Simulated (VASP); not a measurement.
# Mo, density of states: which settings are enough?

Mo, Im-3m (no. 229), 1 atom in the cell. RPBE; PAW potentials Mo_sv (PBE set). VASP 6.6.1.

Wanted: density of states by 0.5 eV bins within 20 %; centre of the states within 12 eV below the valence top within 0.1 eV; states at the Fermi level within 20 %.

What the run is for: density of states; Accuracy asked: screening; k mesh of the density: 13 × 13 × 13.

POSCAR:
```
Mo
1.0
   -1.5838089719      1.5838089719      1.5838089719
    1.5838089719     -1.5838089719      1.5838089719
    1.5838089719      1.5838089719     -1.5838089719
Mo
1
Direct
    0.0000000000      0.0000000000      0.0000000000
```

The series start from Plane-wave cutoff (eV): 280; k-point mesh: 16 × 16 × 16; Energy points (NEDOS): 2001; Occupations for the DOS: ISMEAR=-5; Electronic threshold (eV): 1e-6; Precision mode (PREC): Accurate. Each series keeps the choices made before it, and each single choice may use up half of a tolerance. Times cover all steps of a run.

## Plane-wave cutoff (eV)

| Plane-wave cutoff (eV) | Density of states by 0.5 eV bins, largest deviation against the largest value | Centre of the states within 12 eV below the valence top (eV) | States at the Fermi level (states/eV/atom) | Time (s) |
|---|---|---|---|---|
| 200 | 2.8 % | -2.86 | 0.5816 | 20 |
| 240 | 1.8 % | -2.88 | 0.5796 | 19 |
| 280 | 1.6 % | -2.87 | 0.5792 | 22 |
| 320 | 1.7 % | -2.87 | 0.5793 | 20 |
| 390 | 1.9 % | -2.87 | 0.5793 | 32 |
| 490 (reference) | 0 % | -2.88 | 0.5792 | 36 |

Chosen: 200, the loosest value from which every tighter one stays within half of the tolerance.

## k-point mesh

| k-point mesh | Density of states by 0.5 eV bins, largest deviation against the largest value | Centre of the states within 12 eV below the valence top (eV) | States at the Fermi level (states/eV/atom) | Time (s) |
|---|---|---|---|---|
| 7 × 7 × 7 | 18 % | -2.85 | 0.6472 | 9.8 |
| 9 × 9 × 9 | 15 % | -2.85 | 0.5559 | 12 |
| 11 × 11 × 11 | 9 % | -2.84 | 0.5373 | 13 |
| 13 × 13 × 13 | 7 % | -2.86 | 0.5648 | 14 |
| 16 × 16 × 16 | 4.5 % | -2.86 | 0.5816 | 20 |
| 19 × 19 × 19 | 2.4 % | -2.86 | 0.619 | 24 |
| 24 × 24 × 24 | 0.79 % | -2.87 | 0.6039 | 39 |
| 29 × 29 × 29 (reference) | 0 % | -2.86 | 0.599 | 56 |

Chosen: 13 × 13 × 13.

## Energy points (NEDOS)

| Energy points (NEDOS) | Density of states by 0.5 eV bins, largest deviation against the largest value | Centre of the states within 12 eV below the valence top (eV) | States at the Fermi level (states/eV/atom) | Time (s) |
|---|---|---|---|---|
| 301 | 26 % | -2.87 | 0.5637 | 14 |
| 501 | 2 % | -2.87 | 0.5644 | 11 |
| 1001 | 0.49 % | -2.87 | 0.565 | 11 |
| 2001 | 0.48 % | -2.86 | 0.5648 | 14 |
| 4001 (reference) | 0 % | -2.86 | 0.5637 | 12 |

Chosen: 501.

## Occupations for the DOS

| Occupations for the DOS | Density of states by 0.5 eV bins, largest deviation against the largest value | Centre of the states within 12 eV below the valence top (eV) | States at the Fermi level (states/eV/atom) | Time (s) |
|---|---|---|---|---|
| ISMEAR=-5 | 0 % | -2.87 | 0.5644 | 11 |
| ISMEAR=-4 | 0 % | -2.87 | 0.5644 | 11 |
| ISMEAR=0 SIGMA=0.05 | 21 % | -2.99 | 1.159 | 9.9 |
| ISMEAR=0 SIGMA=0.1 | 18 % | -2.98 | 0.9138 | 10 |
| ISMEAR=-15 SIGMA=0.025 | 0.12 % | -2.87 | 0.5644 | 12 |
| ISMEAR=1 SIGMA=0.1 | 20 % | -2.98 | 1.182 | 11 |

Chosen: ISMEAR=-5; no other choice that stays within half of the tolerance saves 30 % of the time.

## Electronic threshold (eV)

| Electronic threshold (eV) | Density of states by 0.5 eV bins, largest deviation against the largest value | Centre of the states within 12 eV below the valence top (eV) | States at the Fermi level (states/eV/atom) | Time (s) |
|---|---|---|---|---|
| 0.001 | 6 % | -2.87 | 0.5696 | 9.5 |
| 0.0001 | 0.084 % | -2.87 | 0.5643 | 9.9 |
| 1e-5 | 0.084 % | -2.87 | 0.5643 | 10 |
| 1e-6 (reference) | 0 % | -2.87 | 0.5644 | 11 |

Chosen: 0.001.

## Precision mode (PREC)

| Precision mode (PREC) | Density of states by 0.5 eV bins, largest deviation against the largest value | Centre of the states within 12 eV below the valence top (eV) | States at the Fermi level (states/eV/atom) | Time (s) |
|---|---|---|---|---|
| Normal | 0.55 % | -2.87 | 0.5694 | 6.8 |
| Accurate (reference) | 0 % | -2.87 | 0.5696 | 9.5 |

Chosen: Normal.

## All choices together

| Input | Density of states by 0.5 eV bins, largest deviation against the largest value | Centre of the states within 12 eV below the valence top (eV) | States at the Fermi level (states/eV/atom) | Time (s) |
|---|---|---|---|---|
| defaults for smearing, thresholds and mesh (naive) | 31 % | -2.80 | 0.303 | 10 |
| chosen settings | 5.7 % | -2.87 | 0.5694 | 6.8 |
| reference settings throughout | 0 % | -2.88 | 0.5966 | 103 |

The tolerance is met.

## The input

INCAR.step1:
```
  GGA = RP
  ISMEAR = 1
  SIGMA = 0.1
  LWAVE = False
  LCHARG = True
  NBANDS = 21
  PREC = Normal
  LASPH = True
  LREAL = False
  ALGO = Normal
  EDIFF = 0.001
  NELM = 120
  GGA_COMPAT = False
  ENCUT = 200
  LMAXMIX = 4
```

INCAR.step2, as INCAR.step1 but for:
```
- ISMEAR = 1
- SIGMA = 0.1
- LCHARG = True
+ ISMEAR = -5
+ LCHARG = False
+ NEDOS = 501
+ LORBIT = 11
+ EMIN = -1.4453
+ EMAX = 20.5547
+ ICHARG = 11
```

KPOINTS.step1:
```
k-points
0
Gamma
  13 13 13
```

KPOINTS.step2:
```
Automatic mesh
0
Gamma
  13 13 13
  0 0 0
```

Commands (each step's output is kept before the next begins):
```
cat potpaw_PBE.64/Mo_sv/POTCAR > POTCAR
cp INCAR.step1 INCAR
cp KPOINTS.step1 KPOINTS
mpirun -np 1 vasp_std > vasp.out
cp INCAR.step2 INCAR
cp KPOINTS.step2 KPOINTS
mpirun -np 1 vasp_std > vasp.out
```

The chosen input took VASP 6.6.1 6.8 s on 1 core (AMD EPYC 7R43 (Zen 3)), a shared host.
